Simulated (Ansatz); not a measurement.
Input and command of a calculation in Ansatz (plane waves; scalar-relativistic PAW potentials unless the input names others):

```yaml
crystal:
  lattice:
    - [4.1260773, 0.0, 0.0]
    - [0.0, 4.1260773, 0.0]
    - [0.0, 0.0, 4.1260773]
  atoms:
    - { symbol: Rb, position: [0.0, 0.0, 0.0] }
    - { symbol: Br, position: [0.5, 0.5, 0.5] }
basis:
  ecutwfc: 500
kpoints:
  mp_grid: { grid: [6, 6, 6] }
hamiltonian:
  xc: r2scan
  pseudopotentials: { kind: nc }
scf:
  occupations: { method: gaussian, width: 0.02 }
  max_iter: 75
output:
  forces: true
  eigenvalues: true
  stress: true
magnetization:
  spin_polarized: true
  spin_orbit: true
```

```bash
ansatz run input.yaml --threads 1 --pin off --max-ram 1331MiB --backend cpu --events-out ev --progress --plain --runs-dir out
```

What is wrong with this input?

The program refuses it, because of spin-orbit coupling on scalar files and without noncollinear: true (magnetization: not typed → {"spin_polarized": true, "spin_orbit": true}; hamiltonian.pseudopotentials: not typed → {"kind": "nc"}). Without those keys it is accepted.

Abridged log:
```
Error: 2 input errors — fix all and re-run
  1. inconsistent input (magnetization.spin_orbit, magnetization.noncollinear): true requires noncollinear: true — spin–orbit coupling acts on 2-spinor wavefunctions; set both flags
  2. inconsistent input (magnetization.spin_orbit, hamiltonian.pseudopotentials.kind): true requires a fully-relativistic hamiltonian.pseudopotentials.kind (nc_fr or paw_fr), or kind: all_electron without datasets and azcp, which then solves Dirac's equation on LAPW. paw_fr resolves this project's PAW files (source: ansatz) by j as it reads them
```